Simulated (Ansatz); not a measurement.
# GaN (P6_3mc): the equilibrium volume

At what volume is GaN (P6_3mc) free of pressure?

Method: DFT PBE, scalar-relativistic, plane waves, PAW, in Ansatz 0.2.0.

3 further runs of the same task are left out: 3 set aside as unsound or not needed.

## 1. The structure to begin with

Symmetry: P6_3mc, No. 186, hexagonal system. The conventional cell has a = 3.189 Å, b = 3.189 Å, c = 5.192 Å, α = 90.00°, β = 90.00°, γ = 120.00°. Around Ga (site symmetry 3m) lie 4 N at 1.95 to 1.96 Å. N (site symmetry 3m) has 4 Ga at 1.95 to 1.96 Å as nearest neighbours.

Structure file:

```xyz
4
Lattice="3.1889 0.0000 0.0000 -1.5945 2.7617 0.0000 0.0000 0.0000 5.1924" Properties=species:S:1:pos:R:3 pbc="T T T"
Ga    1.5945    0.9206    2.5914
Ga    0.0000    1.8411    5.1876
N     1.5945    0.9206    4.5481
N     0.0000    1.8411    1.9519
```

## 2. At the starting volume (PBE, 6×6×4 mesh)

Contents of input.yaml:

```yaml
crystal:
  lattice:
    - [3.1889304035, 0.0, 0.0]
    - [-1.5944652018, 2.7616947404, 0.0]
    - [0.0, 0.0, 5.19235725]
  atoms:
    - { symbol: Ga, position: [0.66666667, 0.33333333, 0.49908371] }
    - { symbol: Ga, position: [0.33333333, 0.66666667, 0.99908371] }
    - { symbol: "N", position: [0.66666667, 0.33333333, 0.87591629] }
    - { symbol: "N", position: [0.33333333, 0.66666667, 0.37591629] }
basis:
  ecutwfc: 420
kpoints:
  mp_grid: { grid: [6, 6, 4] }
hamiltonian:
  xc: pbe
scf:
  occupations: { method: gaussian, width: 0.1 }
output:
  forces: true
  stress: true
  eigenvalues: true
```

Run with:

```
$ ansatz run input.yaml --threads 8 --pin off --max-ram 16384MiB --backend cpu --events-out ev --progress --plain --runs-dir out
```

What it wrote (excerpt; [...] marks lines left out):

```text
Warning: RAYON_NUM_THREADS=8 ignored (pool sized by the plan → 8); use --threads N
[...]
Pseudopotentials: kind: paw
Pseudopotential: Ga, paw, valence charge 13, recommended cutoff 420 eV (normal), Ga.paw.azcp
Pseudopotential: N, paw, valence charge 5, recommended cutoff 420 eV (normal), N.paw.azcp
Functional definition: PBE
[...]
Crystal: 4 atoms, lattice volume = 45.728 Å³
Basis set: ecut = 420 eV, 917 PW (Γ), exchange–correlation on 48×48×72 points (8 copies of the dense FFT grid, shifted against one another)
Bands: 22, of which v1, the nominal top of the filled ones, is band 18 counted from 1 (17 counted from 0)
Symmetry: 12 space group operations
Space group: P63mc (ITA 186), of the structure as read, at distance tolerance 3.6e-5 Å
k-points: 21 of 144 (time reversal used)
[...]
SCF iter   1: F=—  HF=-8335.811848 eV  |F-HF|=—  |Δ(HF+E_count)|=         —  Δρ=7.74e-4  dr2=1.30e-4  ethr=1.77e-3  ⟨swp⟩=4.6  Hψ=1785  notcnv=0
[...]
SCF iter   6: F=-8335.812604 eV  HF=-8335.812604 eV  |F-HF|=3.38e-10  |Δ(HF+E_count)|=   2.25e-7  Δρ=6.48e-6  dr2=1.67e-8  ethr=2.78e-10  ⟨swp⟩=5.0  Hψ=1910  notcnv=0
[...]
SCF converged after 6 iterations
Free energy (F): -8335.812604 eV
[...]
E sigma→0 (E₀):  -8335.812604 eV
Fermi energy:    10.634633 eV
[...]
--- Forces (eV/Å), atoms counted from 1 ---
  atom   1  Ga    -0.00000000    -0.00000000     0.00589784
  atom   2  Ga     0.00000000     0.00000000     0.00589784
  atom   3  N      0.00000000    -0.00000000    -0.00590655
  atom   4  N      0.00000000     0.00000000    -0.00590655
[...]
--- Stress (GPa, compression-positive) ---
        5.125247      -0.000000      -0.000000
        0.000000       5.125247       0.000000
       -0.000000       0.000000       5.163894
  P = ⅓ Tr σ = 5.1381 GPa (51.381 kbar)
--- Band table (eV; the first three rows and the last of 21) ---
  k-point 0: bands = ["-6.2851", "-5.3909", "-3.8024", "-3.7877", "-3.7877", "-3.7272", "-3.7272", "-3.5377", "-3.5377", "-3.4406", "-3.4406", "-2.1881", "2.6436", "8.6520", "8.6520", "9.6470", "9.6837", "9.6837", "11.5819", "13.9265", "18.8706", "19.5754"]
[...]
```

Run time: 1 s. Hardware: 8 threads of Arm Neoverse V1, shared host; peak memory 0.37 GiB.

Result: volume 11.432 Å³/atom, pressure 5.14 GPa, gap on the mesh 1.90 eV.

## 3. Relaxing cell and atoms

input.yaml, as its differences from that of step 2:

```diff
@@ -13,3 +13,3 @@
 kpoints:
-  mp_grid: { grid: [6, 6, 4] }
+  mp_grid: { grid: [9, 9, 6] }
 hamiltonian:
@@ -17,3 +17,3 @@
 scf:
-  occupations: { method: gaussian, width: 0.1 }
+  occupations: { method: gaussian, width: 0.02 }
 output:
@@ -22 +22,10 @@
   eigenvalues: true
+  write_density: true
+  write_potential: true
+  elf: true
+  volumetric_format: npy
+relax:
+  adjacent_minimum: "off"
+  f_tol: 0.005
+  max_steps: 80
+  cell: { stress_tol: 0.05 }
```

Run with:

```
$ ansatz run input.yaml --threads 8 --pin off --max-ram 16384MiB --backend cpu --events-out ev --progress --plain --runs-dir out
```

What it wrote:

```text
Warning: RAYON_NUM_THREADS=8 ignored (pool sized by the plan → 8); use --threads N
Engine: ansatz 0.2.0, aarch64-unknown-linux-gnu
[... 4 set-up lines as earlier in the session ...]
  parameter kappa = 0.804
  parameter beta = 0.06672455060314922
  exchange = pbe_x(kappa = kappa, mu = beta*pi^2/3)
  correlation = pbe_c(beta = beta)
Crystal: 4 atoms, lattice volume = 45.728 Å³
Basis set: ecut = 420 eV, 917 PW (Γ), exchange–correlation on 48×48×72 points (8 copies of the dense FFT grid, shifted against one another)
Bands: 22, of which v1, the nominal top of the filled ones, is band 18 counted from 1 (17 counted from 0)
[... 2 set-up lines as earlier in the session ...]
k-points: 48 of 486 (time reversal used)
Non-local potential: Ga, projectors of the file, l = 0: 2, l = 1: 2, l = 2: 3, l = 3: 1
Non-local potential: N, projectors of the file, l = 0: 2, l = 1: 2, l = 2: 1
PAW form: soft (Blöchl's): semilocal exchange-correlation on the pseudo side does not see the compensation charge
PAW one-centre angular grid: Ga, 590 points (default); XC on 64 Gauss nodes
PAW one-centre angular grid: N, 110 points (default); XC on 64 Gauss nodes
Initial density: superposition of atomic densities (neutral atoms: chi_scale 0, normalization atom), corrected by the library's trained network
Initial wavefunctions: pseudopotential atomic-orbital guess
Functional: x = pbe(κ = 0.804, μ = 0.2195149727645171), c = pbe(β = 0.06672455060314922)
SCF iter   1: F=—  HF=-8335.816035 eV  |F-HF|=—  |Δ(HF+E_count)|=         —  Δρ=8.45e-4  dr2=1.93e-4  ethr=1.77e-3  ⟨swp⟩=5.3  Hψ=4339  notcnv=0
preconditioner: auto → Resta (q_TF=auto, 2.622 Å⁻¹)  ε∞=5.0  [insulator: Δε(μ)=1.893 eV  Ē_g=16.573 eV  σ=0.020 eV  W_gap=1.00  n_scr=22 (ndim 8)  ℏωp=32.9 eV  f_vac=0.009  D(μ)=0.00/eV (n_scr^D=0)  ε∞_Penn≈5.0]
SCF iter   2: F=—  HF=-8335.816614 eV  |F-HF|=—  |Δ(HF+E_count)|=   5.79e-4  Δρ=3.99e-4  dr2=2.75e-5  ethr=5.36e-7  ⟨swp⟩=2.0  Hψ=2385  notcnv=0
SCF iter   3: F=—  HF=-8335.816728 eV  |F-HF|=—  |Δ(HF+E_count)|=   1.14e-4  Δρ=1.86e-4  dr2=7.09e-6  ethr=7.63e-8  ⟨swp⟩=2.0  Hψ=1840  notcnv=0
SCF iter   4: F=—  HF=-8335.816755 eV  |F-HF|=—  |Δ(HF+E_count)|=   2.70e-5  Δρ=5.77e-5  dr2=1.07e-6  ethr=1.97e-8  ⟨swp⟩=2.0  Hψ=1892  notcnv=0
iter 5 did not close the SCF: its close was put off for the readings that it lacked (scf_convergence_deferred on its scf_iter line)
SCF iter   5: F=-8335.816758 eV  HF=-8335.816758 eV  |F-HF|=2.35e-7  |Δ(HF+E_count)|=   2.86e-6  Δρ=1.88e-5  dr2=9.75e-8  ethr=2.98e-9  ⟨swp⟩=2.0  Hψ=1907  notcnv=0
SCF iter   6: F=-8335.816758 eV  HF=-8335.816758 eV  |F-HF|=2.27e-9  |Δ(HF+E_count)|=   2.54e-7  Δρ=5.20e-6  dr2=1.08e-8  ethr=2.71e-10  ⟨swp⟩=5.0  Hψ=6159  notcnv=0
SCF 1 converged in 6 iterations: F = -8335.816758 eV  dr2 = 1.08e-8
relax step   1: F+E_penalty+E_count = -8335.81675801 eV  Δ(F+E_penalty+E_count) = +0.000e0 eV  max|allowed force component| = 5.812e-3 eV/Å  Δτ_max = 0.0000 Å  P = +5.158 GPa  Ω = 45.728 Å³  (6 SCF iters, dr2 threshold 1.00e-7 eV, accepted)
Crystal: 4 atoms, lattice volume = 46.485 Å³
Initial density: handed on by an earlier stage of this run
Initial wavefunctions: those handed on with the density
iter 1 solved again at ethr=1.46e-5 eV; its pass at ethr=3.10e-3 eV (dr2=5.25e-3 eV) is discarded
SCF iter   1: F=—  HF=-8335.832455 eV  |F-HF|=—  |Δ(HF+E_count)|=         —  Δρ=3.17e-3  dr2=5.25e-3  ethr=1.46e-5  ⟨swp⟩=1.0  Hψ=5277  notcnv=0
preconditioner: auto → Resta (q_TF=auto, 2.615 Å⁻¹)  ε∞=4.9  [insulator: Δε(μ)=1.765 eV  Ē_g=16.460 eV  σ=0.020 eV  W_gap=1.00  n_scr=22 (ndim 8)  ℏωp=32.7 eV  f_vac=0.012  D(μ)=0.00/eV (n_scr^D=0)  ε∞_Penn≈4.9]
SCF iter   2: F=—  HF=-8335.831075 eV  |F-HF|=—  |Δ(HF+E_count)|=   1.38e-3  Δρ=6.73e-4  dr2=2.24e-4  ethr=1.46e-5  ⟨swp⟩=2.0  Hψ=1538  notcnv=0
SCF iter   3: F=—  HF=-8335.831102 eV  |F-HF|=—  |Δ(HF+E_count)|=   2.75e-5  Δρ=4.11e-4  dr2=6.85e-5  ethr=6.23e-7  ⟨swp⟩=1.9  Hψ=1791  notcnv=0
SCF iter   4: F=—  HF=-8335.831130 eV  |F-HF|=—  |Δ(HF+E_count)|=   2.82e-5  Δρ=1.09e-4  dr2=4.71e-6  ethr=1.90e-7  ⟨swp⟩=2.9  Hψ=2203  notcnv=0
SCF iter   5: F=—  HF=-8335.831127 eV  |F-HF|=—  |Δ(HF+E_count)|=   2.95e-6  Δρ=5.03e-5  dr2=7.26e-7  ethr=1.31e-8  ⟨swp⟩=2.0  Hψ=1916  notcnv=0
SCF iter   6: F=-8335.831128 eV  HF=-8335.831128 eV  |F-HF|=1.52e-8  |Δ(HF+E_count)|=   1.20e-6  Δρ=1.09e-5  dr2=5.11e-8  ethr=1.11e-9  ⟨swp⟩=9.6  Hψ=8022  notcnv=0
SCF 2 converged in 6 iterations: F = -8335.831128 eV  dr2 = 5.11e-8
relax step   2: F+E_penalty+E_count = -8335.83112849 eV  Δ(F+E_penalty+E_count) = -1.437e-2 eV  max|allowed force component| = 8.162e-4 eV/Å  Δτ_max = 0.0005 Å  P = +1.997 GPa  Ω = 46.485 Å³  energy of the carried Pulay correction = -2.420e-3 eV  (6 SCF iters, dr2 threshold 4.00e-7 eV, accepted)
Crystal: 4 atoms, lattice volume = 46.976 Å³
Basis set: ecut = 420 eV, 941 PW (Γ), exchange–correlation on 48×48×72 points (8 copies of the dense FFT grid, shifted against one another)
iter 1 solved again at ethr=5.68e-6 eV; its pass at ethr=3.10e-3 eV (dr2=2.04e-3 eV) is discarded
SCF iter   1: F=—  HF=-8335.833256 eV  |F-HF|=—  |Δ(HF+E_count)|=         —  Δρ=1.97e-3  dr2=2.05e-3  ethr=5.68e-6  ⟨swp⟩=2.0  Hψ=5089  notcnv=0
preconditioner: auto → Resta (q_TF=auto, 2.610 Å⁻¹)  ε∞=4.9  [insulator: Δε(μ)=1.704 eV  Ē_g=16.388 eV  σ=0.020 eV  W_gap=1.00  n_scr=22 (ndim 8)  ℏωp=32.5 eV  f_vac=0.013  D(μ)=0.00/eV (n_scr^D=0)  ε∞_Penn≈4.9]
SCF iter   2: F=—  HF=-8335.832713 eV  |F-HF|=—  |Δ(HF+E_count)|=   5.43e-4  Δρ=4.24e-4  dr2=8.99e-5  ethr=5.68e-6  ⟨swp⟩=2.0  Hψ=1531  notcnv=0
SCF iter   3: F=—  HF=-8335.832732 eV  |F-HF|=—  |Δ(HF+E_count)|=   1.93e-5  Δρ=2.58e-4  dr2=2.81e-5  ethr=2.50e-7  ⟨swp⟩=1.3  Hψ=1288  notcnv=0
SCF iter   4: F=—  HF=-8335.832743 eV  |F-HF|=—  |Δ(HF+E_count)|=   1.10e-5  Δρ=4.73e-5  dr2=9.42e-7  ethr=7.82e-8  ⟨swp⟩=3.0  Hψ=2071  notcnv=0
SCF iter   5: F=-8335.832743 eV  HF=-8335.832743 eV  |F-HF|=2.44e-7  |Δ(HF+E_count)|=   3.59e-9  Δρ=2.87e-5  dr2=2.28e-7  ethr=1.11e-9  ⟨swp⟩=9.4  Hψ=9272  notcnv=0
SCF 3 converged in 5 iterations: F = -8335.832743 eV  dr2 = 2.28e-7
relax step   3: F+E_penalty+E_count = -8335.83274306 eV  Δ(F+E_penalty+E_count) = -1.615e-3 eV  max|allowed force component| = 1.524e-3 eV/Å  Δτ_max = 0.0002 Å  P = +0.082 GPa  Ω = 46.976 Å³  energy of the carried Pulay correction = -3.970e-3 eV  (5 SCF iters, dr2 threshold 4.00e-7 eV, accepted)
Crystal: 4 atoms, lattice volume = 46.997 Å³
iter 1 solved again at ethr=1.41e-8 eV; its pass at ethr=3.10e-3 eV (dr2=5.06e-6 eV) is discarded
SCF iter   1: F=—  HF=-8335.832673 eV  |F-HF|=—  |Δ(HF+E_count)|=         —  Δρ=1.01e-4  dr2=5.13e-6  ethr=1.41e-8  ⟨swp⟩=2.0  Hψ=5244  notcnv=0
preconditioner: auto → Resta (q_TF=auto, 2.610 Å⁻¹)  ε∞=4.9  [insulator: Δε(μ)=1.714 eV  Ē_g=16.387 eV  σ=0.020 eV  W_gap=1.00  n_scr=22 (ndim 8)  ℏωp=32.5 eV  f_vac=0.012  D(μ)=0.00/eV (n_scr^D=0)  ε∞_Penn≈4.9]
SCF iter   2: F=—  HF=-8335.832682 eV  |F-HF|=—  |Δ(HF+E_count)|=   9.39e-6  Δρ=2.83e-5  dr2=4.33e-7  ethr=1.41e-8  ⟨swp⟩=2.0  Hψ=1338  notcnv=0
SCF iter   3: F=—  HF=-8335.832682 eV  |F-HF|=—  |Δ(HF+E_count)|=   1.73e-7  Δρ=1.76e-5  dr2=1.63e-7  ethr=1.11e-10  ⟨swp⟩=7.2  Hψ=6370  notcnv=0
SCF iter   4: F=-8335.832683 eV  HF=-8335.832683 eV  |F-HF|=3.31e-8  |Δ(HF+E_count)|=   1.63e-7  Δρ=6.88e-6  dr2=2.13e-8  ethr=1.11e-10  ⟨swp⟩=5.5  Hψ=6586  notcnv=0
SCF 4 converged in 4 iterations: F = -8335.832683 eV  dr2 = 2.13e-8
relax step   4: F+E_penalty+E_count = -8335.83268252 eV  Δ(F+E_penalty+E_count) = +6.053e-5 eV  max|allowed force component| = 9.691e-4 eV/Å  Δτ_max = 0.0001 Å  P = +0.001 GPa  Ω = 46.997 Å³  energy of the carried Pulay correction = -4.037e-3 eV  (4 SCF iters, dr2 threshold 3.99e-8 eV, accepted)
Initial wavefunctions: pseudopotential atomic-orbital guess (no wavefunctions were taken with the density)
iter 1 solved again at ethr=4.39e-8 eV; its pass at ethr=3.10e-3 eV (dr2=1.58e-5 eV) is discarded
SCF iter   1: F=—  HF=-8335.835792 eV  |F-HF|=—  |Δ(HF+E_count)|=         —  Δρ=5.65e-4  dr2=5.53e-6  ethr=4.39e-8  ⟨swp⟩=3.1  Hψ=7226  notcnv=0
preconditioner: auto → Resta (q_TF=auto, 2.610 Å⁻¹)  ε∞=4.9  [insulator: Δε(μ)=1.716 eV  Ē_g=16.387 eV  σ=0.020 eV  W_gap=1.00  n_scr=22 (ndim 8)  ℏωp=32.5 eV  f_vac=0.012  D(μ)=0.00/eV (n_scr^D=0)  ε∞_Penn≈4.9]
SCF iter   2: F=—  HF=-8335.836954 eV  |F-HF|=—  |Δ(HF+E_count)|=   1.16e-3  Δρ=2.88e-4  dr2=1.75e-6  ethr=1.54e-8  ⟨swp⟩=2.1  Hψ=1782  notcnv=0
SCF iter   3: F=—  HF=-8335.837311 eV  |F-HF|=—  |Δ(HF+E_count)|=   3.57e-4  Δρ=8.67e-5  dr2=1.34e-7  ethr=4.85e-9  ⟨swp⟩=2.9  Hψ=1980  notcnv=0
SCF iter   4: F=—  HF=-8335.837345 eV  |F-HF|=—  |Δ(HF+E_count)|=   3.43e-5  Δρ=7.29e-6  dr2=8.56e-9  ethr=3.73e-10  ⟨swp⟩=2.0  Hψ=1920  notcnv=0
SCF iter   5: F=—  HF=-8335.837345 eV  |F-HF|=—  |Δ(HF+E_count)|=   6.12e-8  Δρ=3.00e-6  dr2=1.09e-9  ethr=2.38e-11  ⟨swp⟩=2.0  Hψ=1901  notcnv=0
SCF iter   6: F=—  HF=-8335.837345 eV  |F-HF|=—  |Δ(HF+E_count)|=   3.14e-8  Δρ=7.79e-7  dr2=3.06e-10  ethr=3.03e-12  ⟨swp⟩=2.0  Hψ=1898  notcnv=0
SCF iter   7: F=-8335.837345 eV  HF=-8335.837345 eV  |F-HF|=2.36e-11  |Δ(HF+E_count)|=  6.64e-10  Δρ=1.59e-7  dr2=9.83e-12  ethr=1.00e-12  ⟨swp⟩=4.0  Hψ=5165  notcnv=0
SCF 5 converged in 7 iterations: F = -8335.837345 eV  dr2 = 9.83e-12
relax step   5: F+E_penalty+E_count = -8335.83734532 eV  Δ(F+E_penalty+E_count) = -4.663e-3 eV  max|allowed force component| = 8.896e-4 eV/Å  Δτ_max = 0.0000 Å  P = +0.130 GPa  Ω = 46.997 Å³  stress off target by 1.36e-1 GPa  SCF on the basis re-selected at this cell (its energy is not comparable with the rows above)  (7 SCF iters)
basis re-selected at this cell: Δ(F+E_penalty+E_count) = -4.663e-3 eV, ΔP = +0.129 GPa vs the last step (what re-selecting the basis moved, of the pressure what is left beyond the Pulay correction that the steps carried, after the strain that the cell walked since its last selection, with what the two solves' SCF thresholds leave and, on support functions, any second-order correction that the steps lacked; it is no measure of the basis error at this ecutwfc). This SCF's stress stands 1.36e-1 GPa from its target on what of the cell is left free (relax.cell.stress_tol is 5.00e-2 GPa) and its largest allowed force component is 8.90e-4 eV/Å (relax.f_tol is 5.00e-3 eV/Å): not within both, so this SCF does not close the relaxation
Crystal: 4 atoms, lattice volume = 47.031 Å³
iter 1 solved again at ethr=2.67e-8 eV; its pass at ethr=3.10e-3 eV (dr2=9.63e-6 eV) is discarded
SCF iter   1: F=—  HF=-8335.837246 eV  |F-HF|=—  |Δ(HF+E_count)|=         —  Δρ=1.36e-4  dr2=9.80e-6  ethr=2.67e-8  ⟨swp⟩=2.5  Hψ=5095  notcnv=0
preconditioner: auto → Resta (q_TF=auto, 2.609 Å⁻¹)  ε∞=4.9  [insulator: Δε(μ)=1.710 eV  Ē_g=16.382 eV  σ=0.020 eV  W_gap=1.00  n_scr=22 (ndim 8)  ℏωp=32.5 eV  f_vac=0.012  D(μ)=0.00/eV (n_scr^D=0)  ε∞_Penn≈4.9]
SCF iter   2: F=—  HF=-8335.837253 eV  |F-HF|=—  |Δ(HF+E_count)|=   7.86e-6  Δρ=2.96e-5  dr2=4.21e-7  ethr=2.67e-8  ⟨swp⟩=2.0  Hψ=1348  notcnv=0
SCF iter   3: F=—  HF=-8335.837254 eV  |F-HF|=—  |Δ(HF+E_count)|=   2.37e-8  Δρ=1.77e-5  dr2=1.35e-7  ethr=1.28e-10  ⟨swp⟩=7.0  Hψ=5958  notcnv=0
SCF iter   4: F=-8335.837254 eV  HF=-8335.837254 eV  |F-HF|=9.88e-9  |Δ(HF+E_count)|=   5.00e-8  Δρ=3.95e-6  dr2=6.95e-9  ethr=1.28e-10  ⟨swp⟩=7.8  Hψ=6485  notcnv=0
SCF 6 converged in 4 iterations: F = -8335.837254 eV  dr2 = 6.95e-9
relax step   6: F+E_penalty+E_count = -8335.83725356 eV  Δ(F+E_penalty+E_count) = +9.176e-5 eV  max|allowed force component| = 1.497e-5 eV/Å  Δτ_max = 0.0000 Å  P = +0.003 GPa  Ω = 47.031 Å³  energy of the carried Pulay correction = -1.060e-4 eV  (4 SCF iters, dr2 threshold 4.61e-8 eV, accepted)
iter 1 solved again at ethr=2.20e-8 eV; its pass at ethr=3.10e-3 eV (dr2=7.92e-6 eV) is discarded
SCF iter   1: F=—  HF=-8335.837343 eV  |F-HF|=—  |Δ(HF+E_count)|=         —  Δρ=5.93e-6  dr2=7.49e-9  ethr=2.20e-8  ⟨swp⟩=3.1  Hψ=7539  notcnv=0
preconditioner: auto → Resta (q_TF=auto, 2.609 Å⁻¹)  ε∞=4.9  [insulator: Δε(μ)=1.711 eV  Ē_g=16.382 eV  σ=0.020 eV  W_gap=1.00  n_scr=22 (ndim 8)  ℏωp=32.5 eV  f_vac=0.012  D(μ)=0.00/eV (n_scr^D=0)  ε∞_Penn≈4.9]
SCF iter   2: F=—  HF=-8335.837358 eV  |F-HF|=—  |Δ(HF+E_count)|=   1.58e-5  Δρ=3.64e-6  dr2=3.13e-9  ethr=2.08e-11  ⟨swp⟩=2.0  Hψ=1921  notcnv=0
SCF iter   3: F=—  HF=-8335.837358 eV  |F-HF|=—  |Δ(HF+E_count)|=   3.94e-9  Δρ=2.05e-6  dr2=1.19e-9  ethr=8.68e-12  ⟨swp⟩=2.8  Hψ=2156  notcnv=0
SCF iter   4: F=—  HF=-8335.837358 eV  |F-HF|=—  |Δ(HF+E_count)|=   2.33e-9  Δρ=8.32e-7  dr2=2.10e-10  ethr=3.31e-12  ⟨swp⟩=2.1  Hψ=1435  notcnv=0
SCF iter   5: F=-8335.837358 eV  HF=-8335.837358 eV  |F-HF|=1.82e-11  |Δ(HF+E_count)|=  5.00e-10  Δρ=1.69e-7  dr2=1.17e-11  ethr=1.00e-12  ⟨swp⟩=4.0  Hψ=5116  notcnv=0
SCF 7 converged in 5 iterations: F = -8335.837358 eV  dr2 = 1.17e-11
relax step   7: F+E_penalty+E_count = -8335.83735839 eV  Δ(F+E_penalty+E_count) = -1.048e-4 eV  max|allowed force component| = 1.618e-6 eV/Å  Δτ_max = 0.0000 Å  P = +0.004 GPa  Ω = 47.031 Å³  stress off target by 4.63e-3 GPa  SCF on the basis re-selected at this cell (its energy is not comparable with the rows above)  (5 SCF iters)
basis re-selected at this cell: Δ(F+E_penalty+E_count) = -1.048e-4 eV, ΔP = +0.002 GPa vs the last step (what re-selecting the basis moved, of the pressure what is left beyond the Pulay correction that the steps carried, after the strain that the cell walked since its last selection, with what the two solves' SCF thresholds leave and, on support functions, any second-order correction that the steps lacked; it is no measure of the basis error at this ecutwfc). This SCF's stress stands 4.63e-3 GPa from its target on what of the cell is left free (relax.cell.stress_tol is 5.00e-2 GPa) and its largest allowed force component is 1.62e-6 eV/Å (relax.f_tol is 5.00e-3 eV/Å): within both
SCF converged after 5 iterations
Free energy (F): -8335.837358 eV
Harris-Foulkes:  -8335.837358 eV  (|F-HF|=1.82e-11)
Internal energy: -8335.837358 eV  (E = F + TS)
E sigma→0 (E₀):  -8335.837358 eV
Fermi energy:    10.116705 eV
--- Per-component energies (eV) ---
  E_band       = -24.085659
  E_kinetic    = 492.185584
  E_local      = -3949.639754  (includes V_loc(G=0)·N_el)
  E_nonlocal   = 948.674625
  E_hartree    = 1813.647367
  E_xc         = -256.803683
  E_vxc        = -267.226335  (∫ρ·V_xc dr)
  E_paw        = -4240.957261  (= ΣΔE_a)
  E_vpaw       = -875.374751  (= ΣTr[D̂ρ^β])
  E_aug_tail   = 0.000157  (compensation charges beyond the density's cutoff)
  E_ewald      = -3142.944394
  E_smearing   = -0.000000  (= −TS)
  E_closure    = 0.000000  (closes the sum)
  Σ components = -8335.837358   (vs F -8335.837358, Δ=0.00e0)
--- Forces (eV/Å), atoms counted from 1 ---
  atom   1  Ga     0.00000000    -0.00000000    -0.00000161
  atom   2  Ga     0.00000000     0.00000000    -0.00000161
  atom   3  N      0.00000000    -0.00000000     0.00000163
  atom   4  N     -0.00000000     0.00000000     0.00000163
  max |Σ_I F_I| component: 4.61e-8 eV/Å
--- Stress (GPa, compression-positive) ---
        0.004405       0.000000       0.000000
        0.000000       0.004405      -0.000000
        0.000000      -0.000000       0.004631
  P = ⅓ Tr σ = 0.0045 GPa (0.045 kbar)
--- Band table (eV; the first three rows and the last of 48) ---
  k-point 0: bands = ["-6.4721", "-5.6704", "-4.2029", "-4.1889", "-4.1889", "-4.1336", "-4.1336", "-3.9605", "-3.9605", "-3.8711", "-3.8711", "-2.6165", "2.4008", "8.2657", "8.2657", "9.2252", "9.2614", "9.2614", "10.9719", "13.3287", "18.2821", "18.9974"]
  k-point 1: bands = ["-6.3968", "-5.6946", "-4.1875", "-4.1875", "-4.1780", "-4.1394", "-4.1394", "-3.9523", "-3.9523", "-3.8751", "-3.8751", "-2.8765", "2.8723", "8.3293", "8.3293", "8.3979", "9.1919", "9.1919", "11.6782", "13.3829", "18.0918", "19.0316"]
  k-point 2: bands = ["-6.1991", "-5.7834", "-4.1819", "-4.1819", "-4.1539", "-4.1539", "-4.0779", "-3.9317", "-3.9317", "-3.8874", "-3.8874", "-3.3961", "4.0208", "6.9836", "8.5052", "8.5052", "9.0035", "9.0035", "12.6727", "13.4695", "17.6995", "18.1319"]
  k-point 47: bands = ["-5.5212", "-5.5212", "-4.0783", "-4.0783", "-4.0649", "-4.0649", "-3.9405", "-3.9405", "-3.9185", "-3.9185", "-2.1838", "-2.1838", "3.2346", "3.2346", "5.2246", "5.2246", "7.8420", "7.8420", "15.4893", "15.4893", "16.5102", "16.5102"]
--- Relaxed structure (5 steps of the walk, 5 accepted, 2 SCFs on fresh bases) ---
  F+E_penalty+E_count = -8335.83735839 eV   max|allowed force component| = 1.618e-6 eV/Å   (the final SCF, on the basis selected at the relaxed cell)
  cell:  # Å, volume = 47.0314 Å³
    - [3.218357134588523, 2.9133924686576016e-11, 2.5372420585797906e-18]
    - [-1.6091785673194923, 2.787179036989988, -2.0075404944289027e-18]
    - [4.131249519678821e-18, -1.3892678961937702e-18, 5.243108945911391]
  atoms:
    - { symbol: Ga, position: [0.6666666666666666, 0.3333333333333333, 0.4991348445868718] }
    - { symbol: Ga, position: [0.3333333333333333, 0.6666666666666666, 0.9991348445868719] }
    - { symbol: N, position: [0.6666666666666666, 0.3333333333333333, 0.8758651554131281] }
    - { symbol: N, position: [0.3333333333333333, 0.6666666666666666, 0.3758651554131282] }
```

Run time: 6.7 s. Hardware: 8 threads of Arm Neoverse V1, shared host; peak memory 0.48 GiB.

How the relaxation went:

| step | energy from step 1 (meV/atom) | largest force component (eV/Å) | pressure (GPa) | volume (Å³/atom) |
| --- | --- | --- | --- | --- |
| 1 | 0.0 | 0.006 | 5.16 | 11.432 |
| 2 | -3.6 | 0.001 | 2.00 | 11.621 |
| 3 | -4.0 | 0.002 | 0.08 | 11.744 |
| 4 | -4.0 | 0.001 | 0.00 | 11.749 |
| 5 | -5.1 | 0.001 | 0.13 | 11.749 |
| 6 | -5.1 | 0.000 | 0.00 | 11.758 |
| 7 | -5.2 | 0.000 | 0.00 | 11.758 |

Step 1 is the start. Step 5 repeats a cell on a basis chosen anew, so the energy can jump there without a move. Step 7 repeats the geometry before it on a plane-wave basis chosen anew for the final cell, which leaves the energy as it was. The run keeps the 12 symmetry operations that it found, so it can't reach a distortion that breaks them.

This gives: volume 11.758 Å³/atom, pressure 0.00 GPa, gap on the mesh 1.71 eV.

[end of part 1 of 2]
